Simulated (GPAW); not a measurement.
# ZnSe (Stilleite) (F-43m) in GPAW: further runs

The runs below take ZnSe (Stilleite) through dielectric tensor, one-shot levels on a semilocal density, hybrid scf, with PBE, r2SCAN, r2SCAN-EpsX, TPSSh.

Everything below comes from runs of GPAW 26.7.0. Logs are shortened: lines on timing, memory, paths and dates and some standing lists are left out, and cuts for length are marked. The log counts tension as positive stress, the text compression.

**The experiment to reproduce.**

From “Alloy Disordering Effects on the Thermal Conductivity and Energy Gap Temperature Dependence of Cd1−xZnxSe Ternary Crystals Grown by the Bridgman Method”, 2023, pmc:10253836, for a bulk crystal of ZnSe at 300 K: band gap 2.695 ± 0.003 eV (an exciton energy, a little under the gap).

From a printed reference work, textbook, for a bulk crystal of ZnSe: high-frequency dielectric constant 5.9.

The runs below are set against these values where they give the same quantity.

## 1. The crystal as given

Symmetry: F-43m, No. 216, cubic system. The conventional cell has a = 5.668 Å, b = 5.668 Å, c = 5.668 Å, α = 90.00°, β = 90.00°, γ = 90.00°. Se (site symmetry -43m) is surrounded by 4 Zn at 2.45 Å. Zn (site symmetry -43m) has 4 Se at 2.45 Å as nearest neighbours.

## 2. Dielectric tensor, PBE

Contents of run.py:

```python
import numpy as np
from ase import Atoms
from ase.dft.bandgap import bandgap
from ase.io import write
from gpaw import GPAW, PW
from gpaw.response.df import DielectricFunction

atoms = Atoms(['Se', 'Zn'],
              cell=[[0.0, 2.8338, 2.8338],
                    [2.8338, 0.0, 2.8338],
                    [2.8338, 2.8338, 0.0]],
              scaled_positions=[[0.75, 0.75, 0.75],
                                [0.0, 0.0, 0.0]],
              pbc=True)

calc = GPAW(mode=PW(400),
            xc='PBE',
            kpts={'size': (7, 7, 7), 'gamma': True},
            occupations={'name': 'fermi-dirac', 'width': 0.001},
            nbands=18,
            convergence={'density': 1e-06},
            maxiter=150,
            txt='gpaw.txt')
atoms.calc = calc
energy = atoms.get_potential_energy()
calc.write('gs.gpw')
write('result.traj', atoms)
print(f'Energy: {energy:.6f} eV')
print('Fermi level:', round(calc.get_fermi_level(), 4), 'eV')
print(f'Gap: {bandgap(calc)[0]:.4f} eV, direct: {bandgap(calc, direct=True)[0]:.4f} eV')

for size in [(14, 14, 14), (20, 20, 20)]:
    name = 'x'.join(str(n) for n in size)
    dense = calc.fixed_density(kpts={'size': size, 'gamma': True},
                               nbands=31, convergence={'bands': 25},
                               update_fermi_level=True, txt=f'dense-{name}.txt')
    dense.write(f'{name}.gpw', mode='all')
    df = DielectricFunction(f'{name}.gpw', frequencies=np.array([0.0]), hilbert=False, eta=0.001,
                            ecut=80, nbands=25, intraband=False, txt=f'df-{name}.txt')
    for xc in ['RPA', 'LR0.2', 'LR0.3']:
        for direction in ['x', 'y', 'z', [0, 1, 1], [1, 0, 1], [1, 1, 0]]:
            e0, e = df.get_macroscopic_dielectric_constant(xc=xc, direction=direction)
            print(f'{name} {xc} {direction}: {e0:.4f} without, {e:.4f} with local fields')
```

Potentials or basis: GPAW PAW data sets (gpaw-data 1.2.1), pw.

Command:

```console
$ OMP_NUM_THREADS=1 python run.py
```

gpaw.txt:

```text
__  _  _
 | _ |_)|_||  |
 |__||  | ||/\| - 26.7.0

Input parameters:
  mode=PW(ecut=400.0),
  convergence={'density': 1e-06},
  kpts=MonkhorstPack(size=(7, 7, 7), gamma=True),
  maxiter=150,
  nbands=18,
  occupations=Occupations(name='fermi-dirac', width=0.001),
  xc=XC(name='PBE')

Diagonalizing LCAO Hamiltonian
Converting LCAO to pw mode

                    Se

       Zn

Atoms  # Å, Bohr magnetons
|   | symbol |        x |        y |        z |    initial magnetic moments |
|---|--------|----------|----------|----------|-----------------------------|
| 0 |     Se | 4.250700 | 4.250700 | 4.250700 | ( 0.0000,  0.0000,  0.0000) |
| 1 |     Zn | 0.000000 | 0.000000 | 0.000000 | ( 0.0000,  0.0000,  0.0000) |

Unit cell  # Å
| periodic |        x |        y |        z |  lengths |    angles |
|----------|----------|----------|----------|----------|-----------|
|      yes | 0.000000 | 2.833800 | 2.833800 | 4.007598 | 60.000000 |
|      yes | 2.833800 | 0.000000 | 2.833800 | 4.007598 | 60.000000 |
|      yes | 2.833800 | 2.833800 | 0.000000 | 4.007598 | 60.000000 |

Number of symmetries: 24
Symmetry operations  # r_c * U_cc + t_c -> r_c
|    | kind |            matrix            |
|----|------|------------------------------|
|  0 |  E   |  1, 0, 0,  0, 1, 0,  0, 0, 1 |
|  1 |  σ   |  1, 0, 0,  0, 0, 1,  0, 1, 0 |
|  2 |  σ   |  1, 0,-1,  0, 1,-1,  0, 0,-1 |
|  3 |  C3  |  1, 0,-1,  0, 0,-1,  0, 1,-1 |
|  4 |  C3  |  1,-1, 0,  0,-1, 1,  0,-1, 0 |
|  5 |  σ   |  1,-1, 0,  0,-1, 0,  0,-1, 1 |
|  6 |  σ   |  0, 1, 0,  1, 0, 0,  0, 0, 1 |
|  7 |  C3  |  0, 1, 0,  0, 0, 1,  1, 0, 0 |
|  8 |  C2  |  0, 1,-1,  1, 0,-1,  0, 0,-1 |
|  9 |  S4  |  0, 1,-1,  0, 0,-1,  1, 0,-1 |
| 10 |  C3  |  0, 0, 1,  1, 0, 0,  0, 1, 0 |
| 11 |  σ   |  0, 0, 1,  0, 1, 0,  1, 0, 0 |
| 12 |  S4  |  0, 0,-1,  1, 0,-1,  0, 1,-1 |
| 13 |  C3  |  0, 0,-1,  0, 1,-1,  1, 0,-1 |
| 14 |  S4  |  0,-1, 1,  1,-1, 0,  0,-1, 0 |
| 15 |  C2  |  0,-1, 1,  0,-1, 0,  1,-1, 0 |
| 16 |  C3  |  0,-1, 0,  1,-1, 0,  0,-1, 1 |
| 17 |  S4  |  0,-1, 0,  0,-1, 1,  1,-1, 0 |
| 18 |  S4  | -1, 1, 0, -1, 0, 1, -1, 0, 0 |
| 19 |  C3  | -1, 1, 0, -1, 0, 0, -1, 0, 1 |
| 20 |  C3  | -1, 0, 1, -1, 1, 0, -1, 0, 0 |
| 21 |  S4  | -1, 0, 1, -1, 0, 0, -1, 1, 0 |
| 22 |  σ   | -1, 0, 0, -1, 1, 0, -1, 0, 1 |
| 23 |  C2  | -1, 0, 0, -1, 0, 1, -1, 1, 0 |

BZ-sampling:
  Number of BZ points: 343
  Number of IBZ points: 20

  Monkhorst-Pack size: [7, 7, 7]
  Monkhorst-Pack shift: [0, 0, 0]

K-points  # in reciprocal-cell coordinates
|     |                                coordinates |     weight |
|-----|--------------------------------------------|------------|
|   0 | (  0.00000000,   0.00000000,   0.00000000) | 0.00291545 |
|   1 | (  0.14285714,   0.14285714,   0.00000000) | 0.01749271 |
|   2 | (  0.14285714,   0.14285714,   0.14285714) | 0.02332362 |
|   3 | (  0.28571429,   0.14285714,   0.14285714) | 0.03498542 |
|   4 | (  0.28571429,   0.28571429,   0.00000000) | 0.01749271 |
|   5 | (  0.28571429,   0.28571429,   0.14285714) | 0.06997085 |
|   6 | (  0.28571429,   0.28571429,   0.28571429) | 0.02332362 |
|   7 | (  0.42857143,  -0.28571429,  -0.28571429) | 0.03498542 |
|   8 | (  0.42857143,   0.28571429,  -0.42857143) | 0.13994169 |
|   9 | (  0.42857143,   0.28571429,  -0.28571429) | 0.06997085 |
| ... |                                            |            |
|  19 | (  0.42857143,   0.42857143,   0.42857143) | 0.02332362 |

Plane wave coefficients: 869
Cutoff: 400.0 eV

Spin-components: 1 (collinear spins)
Bands:           18
Projectors:      11
Spin-degeneracy: 2
Datatype:        complex128

Density:
  Valence electrons: 18.0
  Components: 1
  Grid points: [20 20 20]
  Charge: 0.0  # |e|

Potential:
  Grid points: [20 20 20]

species:
  Se:
    name:    Selenium
    Z:       34.0
    valence: 6
    core:    28
    charge:  0.0  # [|e|]
    compensation charges:
      type: gauss
      rc: 0.27  # [Å]
      lmax: 2
    cutoffs:
      filter: 1.77  # [Å]
      core: 2.67  # [Å]
    projectors
    | kind |    occ | energy [eV] | rcut [Å] |
    |------|--------|-------------|----------|
    |   4s |  2.000 |     -17.277 |    0.847 |
    |   4p |  4.000 |      -6.512 |    1.005 |
    |    s |        |       9.935 |    0.847 |
    |    p |        |      20.699 |    1.005 |
    |    d |        |       0.000 |    0.847 |

    Using partial waves for Se as LCAO basis

  Zn:
    name:    Zinc
    Z:       30.0
    valence: 12
    core:    18
    charge:  0.0  # [|e|]
    compensation charges:
      type: gauss
      rc: 0.37  # [Å]
      lmax: 2
    cutoffs:
      filter: 2.14  # [Å]
      core: 2.28  # [Å]
    projectors
    | kind |    occ | energy [eV] | rcut [Å] |
    |------|--------|-------------|----------|
    |   4s |  2.000 |      -5.977 |    1.286 |
    |   4p |  0.000 |      -1.117 |    1.270 |
    |   3d | 10.000 |     -10.142 |    1.180 |
    |    s |        |      21.234 |    1.286 |
    |    p |        |      26.095 |    1.270 |
    |    d |        |      17.070 |    1.180 |

    Using partial waves for Zn as LCAO basis

Reference energy: -114964.858784  # eV

eigensolver:
  PPCG
  Converge bands: occupied
  niter=2

density mixing:
  MSR1-Mixer
  Pratt-step length: 0.05
  Maximum mixing coefficient: 0.75
  Old densities: 10
  SVD Regularization: 0.005
  Good broyden scale: 1.0
  Trust region scale: 1.0
  Backstep threshold: 4.0
  History deletion threshold: 6.0
  Fourier metric: weight=20.0, sigma=0.015

occupation numbers:
  Fermi-Dirac:
    width: 0.0010  # eV

poisson solver:
  ecut: 3200.0  # eV

xc functional:
  name: PBE with 2 nearest neighbor stencil

convergence criteria:
- Maximum integral of absolute [dens]ity change: 1e-06 electrons / valence electron
- Maximum [total energy] change in last 3 cyles: 0.0005 eV / valence electron
- Maximum integral of absolute [eigenst]ate change: 4e-08 eV^2 / valence electron
maximum number of iterations: 150

SCF iterations
|iter     | |      energy | eigst |  dens |
|---------|-|-------------|-------|-------|
|iter:   1| |   -6.290957 | -0.32 |       |
|iter:   2| |   -6.233310 | -2.25 | -1.24 |
|iter:   3| |   -6.049684 | -1.70 | -1.28 |
|iter:   4| |   -6.048741 | -2.77 | -1.83 |
|iter:   5| |   -6.049600c| -3.95 | -2.31 |
|iter:   6| |   -6.049545c| -4.45 | -2.95 |
|iter:   7| |   -6.049561c| -5.58 | -3.55 |
|iter:   8| |   -6.049565c| -6.41 | -3.93 |
|iter:   9| |   -6.049565c| -8.44c| -5.03 |
|iter:  10| |   -6.049565c| -8.15c| -5.51 |
|iter:  11| |   -6.049565c| -9.30c| -6.33c|

Converged in 11 steps
Energy contributions relative to reference atoms: (reference = -114964.858784)

Energy contributions:
  Kinetic:          13.625530
  Coulomb:         -11.550498
  Zero:             -0.087530
  External:          0.000000
  Xc:               -8.037067
  Entropy:          -0.000000
  Spinorbit:         0.000000
  ----------------------------
  Free energy:      -6.049565
  Extrapolated:     -6.049565

dipole moment: (-7.072679, -7.072679, -7.072679)  # |e|*Ang

Fermi level: 4.355
Eigenvalues  # (at kpt = [0.000, 0.000, 0.000])
| band index |      eig [eV] | occ [0-2] |
|------------|---------------|-----------|
|          0 |        -9.371 |     2.000 |
|          1 |        -2.638 |     2.000 |
|          2 |        -2.638 |     2.000 |
|          3 |        -2.638 |     2.000 |
|          4 |        -2.272 |     2.000 |
|          5 |        -2.272 |     2.000 |
[... 10 lines left out ...]
|         16 |        16.946 |     0.000 |
|         17 |        16.946 |     0.000 |

Gap: 1.297 eV
Transition (v -> c):
  (s=0, k=0, n=8, [0.00, 0.00, 0.00]) -> (s=0, k=0, n=9, [0.00, 0.00, 0.00])
No difference between direct/indirect transitions
# Writing to gs.gpw (mode='')
```

Run time: 2.8 min. Hardware: 1 thread of Arm Neoverse V1, shared host; peak memory 0.49 GiB.

What came out:

```
Free energy                             : -6.0496 eV
Band gap on the k mesh                  : 1.30 eV, direct
Electronic dielectric tensor (diagonal) : 6.75
```

Electronic dielectric tensor:
```
6.75 0.00 0.00
0.00 6.75 0.00
0.00 0.00 6.75
```

Caveat: the long-wavelength limit can be off by several per cent where d states take part.

(Part 1 of 3 ends here.)
